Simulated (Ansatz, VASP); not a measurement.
## Two plane-wave programs on NaCl

```xyz
2
Lattice="0.0000 2.8040 2.8040 2.8040 0.0000 2.8040 2.8040 2.8040 0.0000" Properties=species:S:1:pos:R:3 pbc="T T T"
Na    0.0000    0.0000    0.0000
Cl    2.8040    2.8040    2.8040
```

Alike in both runs: functional r2SCAN; k mesh 6 × 6 × 6; no spin polarisation.

Ansatz relaxed the structure, and its values are those at the end. VASP's run is a single point on that final structure, the one shown.

|  | VASP | Ansatz |
| --- | --- | --- |
| version | VASP 6.6.1 | Ansatz 0.2.0 |
| potentials or method | VASP PAW PBE potentials, release 64 (Na_pv, Cl) | plane waves, PAW |
| plane-wave cutoff (eV) | 520 | 500 |
| occupations | gaussian, width 0.01 eV | fixed |
| valence electrons in the cell | 14 | 16 |

Ansatz gave:

* pressure (GPa): 0.0

Question: What did VASP give for the same quantities?

Answer: Pressure (GPa): -0.2.

The two sets of potentials don't hold the same shells in valence.

Caveats: the PAW data sets were made with another functional, which shifts forces and pressure a little (VASP). r2SCAN opens gaps a little over a GGA but as a rule still falls short of measured ones.
